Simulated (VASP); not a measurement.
Crystal: LiF (Griceite).

```xyz
2
Lattice="0.0000 2.0140 2.0140 2.0140 0.0000 2.0140 2.0140 2.0140 0.0000" Properties=species:S:1:pos:R:3 pbc="T T T"
Li    0.0000    0.0000    0.0000
F     2.0140    2.0140    2.0140
```

```yaml
Program: VASP 6.6.1
Task: relaxation of cell and atoms
Functional: LDA
Potentials_or_basis: VASP PAW LDA potentials, release 64 (Li_sv, F)
Cutoff: 600 eV
k_mesh: 12 × 12 × 12
Occupations: gaussian, width 0.03 eV
Spin: no spin polarisation
```

At the start: pressure -7.0 GPa; volume 8.17 Å³/atom.

Task: Where does the relaxation end?

Result: Over 4 steps the energy falls by 18.5 meV/atom and the volume is 7.39 Å³/atom (-9.5 %); space group Fm-3m (No. 225, to 0.05 Å).

Step by step:
| step | energy change (eV) | largest force (eV/Å) | pressure (GPa) | volume (Å³) |
| --- | --- | --- | --- | --- |
| 1 | 0.0000 | 0.0000 | -7.01 | 16.34 |
| 2 | -0.0283 | 0.0000 | -3.74 | 15.51 |
| 3 | -0.0369 | 0.0000 | -0.49 | 14.88 |
| 4 | -0.0371 | 0.0000 | 0.01 | 14.79 |

Final structure:
```yaml
crystal:
  lattice:
    - [0.00000, 1.94822, 1.94822]
    - [1.94822, 0.00000, 1.94822]
    - [1.94822, 1.94822, 0.00000]
  atoms:
    - { symbol: Li, position: [0.00000, 0.00000, 0.00000] }
    - { symbol: F, position: [0.50000, 0.50000, 0.50000] }
```

Caveat: the cutoff is under 1.25 times the usual one of these potentials, so pressure, stress and relaxed cells hold a basis-set (Pulay) error.
